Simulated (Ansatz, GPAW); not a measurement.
Given: the input of a run of Ansatz 0.2.0 on PbS (Galena). 

input.yaml

```yaml
crystal:
  lattice:
    - [0.0, 2.96575, 2.96575]
    - [2.96575, 0.0, 2.96575]
    - [2.96575, 2.96575, 0.0]
  atoms:
    - { symbol: Pb, position: [0.0, 0.0, 0.0] }
    - { symbol: S, position: [0.5, 0.5, 0.5] }
kpoints:
  mp_grid: { grid: [8, 8, 8] }
scf:
  occupations: { method: gaussian, width: 0.014 }
hamiltonian:
  xc: pbe
  pseudopotentials: { kind: all_electron, lapw: { basis_error: 0.001 } }
output:
  forces: true
  stress: true
  eigenvalues: true
```

Potentials or basis: all-electron LAPW, scalar-relativistic.

The run is started by

```sh
$ ansatz run input.yaml --threads 1 --pin off --max-ram 3072MiB --backend cpu --events-out ev --progress --plain --runs-dir out
```

**Question.** Translate it to GPAW 26.7.0 (ASE script). Potentials or basis there: GPAW PAW data sets (gpaw-data 1.2.1), cutoff 600 eV.

**Answer.** As run (cutoffs and basis follow the program's own potentials, and thresholds, step limits or extra output files can differ):

run.py

```python
from ase.dft.bandgap import bandgap
from ase.io import read, write
from ase.units import Bohr, GPa
from gpaw import GPAW, PW
from gpaw.elf import elf_from_dft_calculation

atoms = read('PbS.xyz')

calc = GPAW(mode=PW(600),
            xc='PBE',
            kpts={'size': (8, 8, 8), 'gamma': True},
            occupations={'name': 'methfessel-paxton', 'order': 0, 'width': 0.014},
            nbands=19,
            convergence={'density': 1e-05, 'energy': 1e-05},
            maxiter=150,
            txt='gpaw.txt')
atoms.calc = calc
energy = atoms.get_potential_energy()
forces = atoms.get_forces()
stress = atoms.get_stress()
calc.write('gs.gpw')
write('result.traj', atoms)
print(f'Energy: {energy:.6f} eV')
print('Forces (eV/A):')
print(forces.round(4))
print('Stress (GPa):', (stress / GPa).round(3))
print('Fermi level:', round(calc.get_fermi_level(), 4), 'eV')
print(f'Gap: {bandgap(calc)[0]:.4f} eV, direct: {bandgap(calc, direct=True)[0]:.4f} eV')

# fields on the real-space grid
write('density.cube', atoms, data=calc.get_pseudo_density() * Bohr**3)
write('potential.cube', atoms, data=calc.get_electrostatic_potential())
write('elf.cube', atoms, data=elf_from_dft_calculation(calc).data)
```

File PbS.xyz:

```xyz
2
Lattice="0.0000000000 2.9657500000 2.9657500000 2.9657500000 0.0000000000 2.9657500000 2.9657500000 2.9657500000 0.0000000000" Properties=species:S:1:pos:R:3 pbc="T T T"
Pb     0.0000000000      0.0000000000      0.0000000000
S      2.9657500000      2.9657500000      2.9657500000
```

Potentials or basis: GPAW PAW data sets (gpaw-data 1.2.1), pw.

Launch:

```bash
$ OMP_NUM_THREADS=1 python run.py
```

Both were run:

|  | Ansatz | GPAW |
| --- | --- | --- |
| Pressure | 2.2 GPa | 2.0 GPa |

Where Ansatz's input types no cutoff or centring, it takes its own default and a Γ-centred mesh.

Pressure is positive in compression.
